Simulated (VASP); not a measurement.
# BaTiO3 (P4mm) in VASP: Born charges and dielectric tensor with RPBE

Aim: the Born charges and dielectric tensor of BaTiO3 with RPBE.

Everything below comes from runs of VASP 6.6.1. Logs are shortened: lines on timing, memory, paths and dates and some standing lists are left out, and cuts for length are marked.

## (1) The structure

It takes space group P4mm (No. 99, tetragonal). The conventional cell has a = 3.998 Å, b = 3.998 Å, c = 4.459 Å, α = 90.00°, β = 90.00°, γ = 90.00°. Ba (site symmetry 4mm) has 12 O at 2.83 to 3.16 Å as nearest neighbours. Ti (site symmetry 4mm) has 5 O at 1.79 to 2.02 Å as nearest neighbours. O (site symmetry 2mm) is surrounded by 2 Ti at 2.02 Å. Around O (site symmetry 4mm) lie 1 Ti at 1.79 Å.

The cell is a database's computed one.

## (2) Born charges and dielectric tensor, RPBE

INCAR

```
SYSTEM = BaTiO3
  ALGO = Normal
  EDIFF = 1E-8
  ENCUT = 600
  GGA = RP
  IBRION = 8
  ISIF = 2
  ISMEAR = 0
  LASPH = .TRUE.
  LCHARG = .FALSE.
  LEPSILON = .TRUE.
  LREAL = .FALSE.
  LWAVE = .FALSE.
  NELM = 60
  NSW = 1
  PREC = Accurate
  SIGMA = 0.02
```

KPOINTS

```
k-points
0
G
  8 8 8
  0 0 0
```

POSCAR

```
BaTiO3
1.0
    3.9977700000      0.0000000000      0.0000000000
    0.0000000000      3.9977700000      0.0000000000
    0.0000000000      0.0000000000      4.4586700000
Ba Ti O
1 1 3
Direct
    0.5000000000      0.5000000000      0.6063400000
    0.0000000000      0.0000000000      0.1194300000
    0.0000000000      0.5000000000      0.0561600000
    0.5000000000      1.0000000000      0.0561600000
    0.0000000000      0.0000000000      0.5219000000
```

Potentials or basis: VASP PAW PBE potentials, release 64 (Ba_sv, Ti_sv, O).

Launch:

```
> cat potpaw_PBE.64/Ba_sv/POTCAR potpaw_PBE.64/Ti_sv/POTCAR potpaw_PBE.64/O/POTCAR > POTCAR
> mpirun -np 1 vasp_std > vasp.out
```

OUTCAR:

```text
SYSTEM = BaTiO3
   EDIFF = 1E-8
   ENCUT = 600
   GGA = RP
   IBRION = 8
   ISIF = 2
   ISMEAR = 0
   LASPH = .TRUE.
   LEPSILON = .TRUE.
   LREAL = .FALSE.
   NELM = 60
   NSW = 1
   PREC = Accurate

 ion  position               nearest neighbor table
   1  0.500  0.500  0.606-   3 2.83   4 2.83   4 2.83   3 2.83   5 2.85   5 2.85   5 2.85   5 2.85
                             3 3.16   4 3.16   3 3.16   4 3.16   2 3.56   2 3.56   2 3.56   2 3.56
   2  0.000  0.000  0.119-   5 1.79   4 2.02   3 2.02   3 2.02   4 2.02   1 3.56   1 3.56   1 3.56
                             1 3.56   1 3.64   1 3.64   1 3.64   1 3.64
   3  0.000  0.500  0.056-   2 2.02   2 2.02   1 2.83   1 2.83   1 3.16   1 3.16
   4  0.500  0.000  0.056-   2 2.02   2 2.02   1 2.83   1 2.83   1 3.16   1 3.16
   5  0.000  0.000  0.522-   2 1.79   1 2.85   1 2.85   1 2.85   1 2.85

  LATTYP: Found a simple tetragonal cell.
 ALAT       =     3.9977700000
 C/A-ratio  =     1.1152892738

  Lattice vectors:

 A1 = (   3.9977700000,   0.0000000000,   0.0000000000)
 A2 = (   0.0000000000,   3.9977700000,   0.0000000000)
 A3 = (   0.0000000000,   0.0000000000,   4.4586700000)

Analysis of symmetry for initial positions (statically):
=====================================================================
 Subroutine PRICEL returns:
 Original cell was already a primitive cell.

 Routine SETGRP: Setting up the symmetry group for a
 simple tetragonal supercell.

 Subroutine GETGRP returns: Found  8 space group operations
 (whereof  8 operations were pure point group operations)
 out of a pool of 16 trial point group operations.

The static configuration has the point symmetry C_4v.

Analysis of symmetry for dynamics (positions and initial velocities):
=====================================================================
 Subroutine PRICEL returns:
 Original cell was already a primitive cell.

 Routine SETGRP: Setting up the symmetry group for a
 simple tetragonal supercell.

 Subroutine GETGRP returns: Found  8 space group operations
 (whereof  8 operations were pure point group operations)
 out of a pool of 16 trial point group operations.

The dynamic configuration has the point symmetry C_4v.

 Subroutine INISYM returns: Found  8 space group operations
 (whereof  8 operations are pure point group operations),
 and found     1 'primitive' translations

----------------------------------------------------------------------------------------

                                     Primitive cell

  volume of cell :      71.2592

  direct lattice vectors                    reciprocal lattice vectors
     3.997770000  0.000000000  0.000000000     0.250139453  0.000000000  0.000000000
     0.000000000  3.997770000  0.000000000     0.000000000  0.250139453  0.000000000
     0.000000000  0.000000000  4.458670000     0.000000000  0.000000000  0.224282129

  length of vectors
     3.997770000  3.997770000  4.458670000     0.250139453  0.250139453  0.224282129

  position of ions in fractional coordinates (direct lattice)
     0.500000000  0.500000000  0.606340000
     0.000000000  0.000000000  0.119430000
     0.000000000  0.500000000  0.056160000
     0.500000000  0.000000000  0.056160000
     0.000000000  0.000000000  0.521900000

  ion indices of the primitive-cell ions
   primitive index   ion index
                 1           1
                 2           2
                 3           3
                 4           4
                 5           5

----------------------------------------------------------------------------------------
[... 830 lines left out ...]
     0.93806  0.00000  0.00000           ( -0.25158  0.00000  0.00000)
     0.00000  0.93806  0.00000           (  0.00000 -0.25158  0.00000)
     0.00000  0.00000  0.31126           (  0.00000  0.00000  1.45142)

 PIEZOELECTRIC TENSOR FIELD DIRECTION 3  (C/m^2)
 -----------------------------------------------------------------------------
     0.21091  0.00000  0.00000
     0.00000  0.21091  0.00000
     0.00000  0.00000  0.06998

[... ionic steps 4 to 15 ...]

--------------------------------------- Ionic step       16  -------------------------------------------

------------------------ aborting loop because EDIFF is reached ----------------------------------------

[... ionic steps 17 to 17 ...]

--------------------------------------- Ionic step       18  -------------------------------------------

 Free energy of the ion-electron system (eV)
  ---------------------------------------------------
  ---------------------------------------------------
  free energy    TOTEN  =        -0.37525363 eV

  energy without entropy =       -0.37525363

------------------------ aborting loop because EDIFF is reached ----------------------------------------

 INTERNAL STRAIN TENSOR  FOR ION    5  DIRECTION 3   (eV/Angst):
 -----------------------------------------------------------------------------
    -5.20888  0.00000  0.00000
     0.00000 -5.20888 -0.00000
     0.00000  0.00000-34.37180

 MACROSCOPIC STATIC DIELECTRIC TENSOR (including local field effects in DFT)
 ------------------------------------------------------
           5.853838    -0.000000     0.000000
           0.000000     5.853838     0.000000
           0.000000    -0.000000     4.698093
 ------------------------------------------------------

 PIEZOELECTRIC TENSOR (including local field effects)  for field in x, y, z        (e  Angst)
          XX          YY          ZZ          XY          YZ          ZX
  --------------------------------------------------------------------------------
  x     0.00000     0.00000     0.00000     0.00000     0.00000     1.01689
  y    -0.00000     0.00000     0.00000     0.00000     1.01689     0.00000
  z     0.93806     0.93806     0.31126     0.00000     0.00000     0.00000

 PIEZOELECTRIC TENSOR (including local field effects)  for field in x, y, z        (C/m^2)
          XX          YY          ZZ          XY          YZ          ZX
  --------------------------------------------------------------------------------
  x     0.00000     0.00000     0.00000     0.00000     0.00000     0.22864
  y    -0.00000     0.00000     0.00000     0.00000     0.22864     0.00000
  z     0.21091     0.21091     0.06998     0.00000     0.00000     0.00000

 BORN EFFECTIVE CHARGES (including local field effects) (in |e|, cummulative output)
 ---------------------------------------------------------------------------------
 ion    1
    1     2.64997     0.00000     0.00000
    2     0.00000     2.64997    -0.00000
    3     0.00000     0.00000     2.99741
 ion    2
    1     6.63974     0.00000     0.00000
    2     0.00000     6.63974     0.00000
    3     0.00000    -0.00000     4.08084
 ion    3
    1    -2.04343     0.00000     0.00000
    2     0.00000    -5.46439     0.00000
    3     0.00000    -0.00000    -1.76977
 ion    4
    1    -5.46439     0.00000     0.00000
    2     0.00000    -2.04343     0.00000
    3     0.00000    -0.00000    -1.76977
 ion    5
    1    -1.78188     0.00000     0.00000
    2     0.00000    -1.78188     0.00000
    3     0.00000    -0.00000    -3.53872

 INTERNAL STRAIN TENSOR FOR ION    5 for displacements in x,y,z  (eV/Angst):
          X           Y           Z          XY          YZ          ZX
  --------------------------------------------------------------------------------
  x     0.00000     0.00000     0.00000     0.00000     0.00000    -3.46005
  y     0.00000     0.00000     0.00000     0.00000    -3.63873     0.00000
  z    -5.20888    -5.20888   -34.37180     0.00000     0.00000     0.00000

 SECOND DERIVATIVES (NOT SYMMETRIZED)
 ------------------------------------
               1X          1Y          1Z          2X          2Y          2Z          3X          3Y          3Z          4X          4Y          4Z          5X          5Y          5Z
  1X    -4.781451    0.000000    0.000000    2.276763    0.000000    0.000000    0.270461    0.000000    0.000000    1.155744    0.000000    0.000000    1.078482    0.000000    0.000000
  1Y     0.000000   -4.781451    0.000000    0.000000    2.276763    0.000000    0.000000    1.155744    0.000000    0.000000    0.270461    0.000000    0.000000    1.078482    0.000000
  1Z     0.000000    0.000000   -3.901129    0.000000    0.000000    4.244324    0.000000    0.000000   -0.221195    0.000000    0.000000   -0.221195    0.000000   -0.000000    0.099196
  2X     2.273942    0.000000    0.000000   -1.092462    0.000000    0.000000    0.489624    0.000000    0.000000   -3.455519    0.000000    0.000000    1.784416    0.000000    0.000000
  2Y     0.000000    2.273942    0.000000    0.000000   -1.092462    0.000000    0.000000   -3.455519    0.000000    0.000000    0.489624    0.000000    0.000000    1.784416    0.000000
  2Z    -0.000000    0.000000    4.268461    0.000000   -0.000000  -24.087697    0.000000    0.000000    3.082442    0.000000   -0.000000    3.082442    0.000000    0.000000   13.654351
  3X     0.271512    0.000000    0.000000    0.471665    0.000000    0.000000   -5.349925    0.000000    0.000000    4.929555    0.000000    0.000000   -0.322807    0.000000    0.000000
  3Y     0.000000    1.159108    0.000000    0.000000   -3.441285    0.000000    0.000000   -5.196036    0.000000    0.000000    4.923601    0.000000    0.000000    2.554611    0.000000
  3Z     0.000000    0.000000   -0.222323    0.000000    0.000000    3.067101    0.000000    0.000000   -4.718859    0.000000    0.000000   -1.069324    0.000000    0.000000    2.943405
  4X     1.159108    0.000000    0.000000   -3.441285    0.000000    0.000000    4.923601    0.000000    0.000000   -5.196036    0.000000    0.000000    2.554611    0.000000    0.000000
  4Y     0.000000    0.271512    0.000000    0.000000    0.471665    0.000000    0.000000    4.929555    0.000000    0.000000   -5.349925    0.000000    0.000000   -0.322807    0.000000
  4Z     0.000000    0.000000   -0.222323    0.000000    0.000000    3.067101    0.000000    0.000000   -1.069324    0.000000    0.000000   -4.718859    0.000000    0.000000    2.943405
  5X     1.072931    0.000000    0.000000    1.793204    0.000000    0.000000   -0.333461    0.000000    0.000000    2.540144    0.000000    0.000000   -5.072818    0.000000    0.000000
  5Y     0.000000    1.072931    0.000000    0.000000    1.793204    0.000000    0.000000    2.540144    0.000000    0.000000   -0.333461    0.000000    0.000000   -5.072818    0.000000
  5Z     0.000000    0.000000    0.091077   -0.000000    0.000000   13.693767    0.000000    0.000000    2.932861    0.000000    0.000000    2.932861    0.000000    0.000000  -19.650567

 Eigenvectors and eigenvalues of the dynamical matrix
 ----------------------------------------------------

   1 f  =   19.162152 THz   120.399351 2PiTHz  639.180585 cm-1    79.248257 meV
             X         Y         Z           dx          dy          dz
      1.998885  1.998885  2.703470    -0.000000   -0.000000    0.013077
      0.000000  0.000000  0.532499    -0.000000   -0.000000   -0.420428
      0.000000  1.998885  0.250399     0.000000   -0.000000   -0.103155
      1.998885  0.000000  0.250399    -0.000000    0.000000   -0.103155
      0.000000  0.000000  2.326980     0.000000    0.000000    0.895426
[... 105 lines left out ...]
  15 f/i=    3.998546 THz    25.123604 2PiTHz  133.377129 cm-1    16.536649 meV
             X         Y         Z           dx          dy          dz
      1.998885  1.998885  2.703470     0.008455    0.000143    0.000000
      0.000000  0.000000  0.532499    -0.672828   -0.011404   -0.000000
      0.000000  1.998885  0.250399     0.423868    0.010095    0.000000
      1.998885  0.000000  0.250399     0.595594    0.007184   -0.000000
      0.000000  0.000000  2.326980     0.112015    0.001899   -0.000000

--------------------------------------------------------------------------------------------------------

 MACROSCOPIC STATIC DIELECTRIC TENSOR IONIC CONTRIBUTION
 ------------------------------------------------------
           3.041657     0.000000    -0.000000
           0.000000     3.041657    -0.000000
          -0.000000    -0.000000    13.678087
 ------------------------------------------------------

 ELASTIC MODULI CONTR FROM IONIC RELAXATION (kBar)
 Direction    XX          YY          ZZ          XY          YZ          ZX
 --------------------------------------------------------------------------------
 XX        -173.9389     91.3453   -199.1897      0.0000     -0.0000      0.0000
 YY          91.3453   -173.9389   -199.1897      0.0000      0.0000      0.0000
 ZZ        -199.1897   -199.1897  -1720.9043      0.0000      0.0000      0.0000
 XY           0.0000      0.0000      0.0000      0.0000      0.0000      0.0000
 YZ          -0.0000      0.0000      0.0000      0.0000    -65.8142     -0.0000
 ZX           0.0000      0.0000      0.0000      0.0000     -0.0000    -48.1206
 --------------------------------------------------------------------------------

 PIEZOELECTRIC TENSOR IONIC CONTR  for field in x, y, z        (C/m^2)
          XX          YY          ZZ          XY          YZ          ZX
  --------------------------------------------------------------------------------
  x    -0.00000     0.00000    -0.00000     0.00000     0.00000     0.27175
  y     0.00000    -0.00000    -0.00000     0.00000     0.28649     0.00000
  z     0.28077     0.28077     3.28536     0.00000    -0.00000    -0.00000
```

Wall time 59 min (1 thread of Intel Xeon 6975P-C (Granite Rapids), shared host); peak memory 0.94 GiB.

Results:

```yaml
Band_gap_on_the_k_mesh: 1.79 eV, indirect (least direct gap 2.47 eV)
Electronic_dielectric_tensor_diagonal: 5.85, 5.85, 4.70
Born_charges_mean_of_the_diagonal: Ba +2.77; Ti +5.79; O -3.09, -2.37 e
Highest_phonon_frequency_at_Γ_LO-TO_splitting_left_out: 639 cm⁻¹
Most_unstable_mode: 133i cm⁻¹
```

Levels at points of the mesh, in eV from the valence-band top:
```tsv
k point	band 18	band 19	band 20	band 21	band 22	band 23
(0.00, 0.00, 0.00)	-1.48	-0.68	-0.68	1.79	2.72	2.72
(0.50, 0.00, 0.00)	-1.94	-1.82	-1.72	2.72	3.24	3.36
(0.50, 0.50, 0.00)	-1.26	-1.26	-0.04	3.41	3.41	3.45
(0.00, 0.00, 0.50)	-1.96	-0.75	-0.75	1.87	3.28	3.28
(0.50, 0.00, 0.50)	-1.45	-1.26	-0.83	3.29	3.31	3.38
(0.50, 0.50, 0.50)	-0.83	-0.83	0.00	3.62	3.62	3.82
```

Phonon frequencies in cm⁻¹ (negative: imaginary):
| q point | frequencies |
| --- | --- |
| (0.000, 0.000, 0.000) | -133 -133 0 0 0 130 150 150 249 291 291 389 438 438 639 |

Electronic dielectric tensor:
```
5.85 0.00 0.00
0.00 5.85 0.00
0.00 0.00 4.70
```

Born effective charge tensors (e):
atom 1, Ba
```
2.65 0.00 0.00
0.00 2.65 0.00
0.00 0.00 3.00
```
atom 2, Ti
```
6.64 0.00 0.00
0.00 6.64 0.00
0.00 0.00 4.08
```
atom 3, O
```
-2.04  0.00  0.00
 0.00 -5.46  0.00
 0.00  0.00 -1.77
```
atom 4, O
```
-5.46  0.00  0.00
 0.00 -2.04  0.00
 0.00  0.00 -1.77
```
atom 5, O
```
-1.78  0.00  0.00
 0.00 -1.78  0.00
 0.00  0.00 -3.54
```

Caveat: some modes are imaginary; spin-orbit coupling is left out, which moves the levels of the heavy elements. A k mesh can miss the band edges.
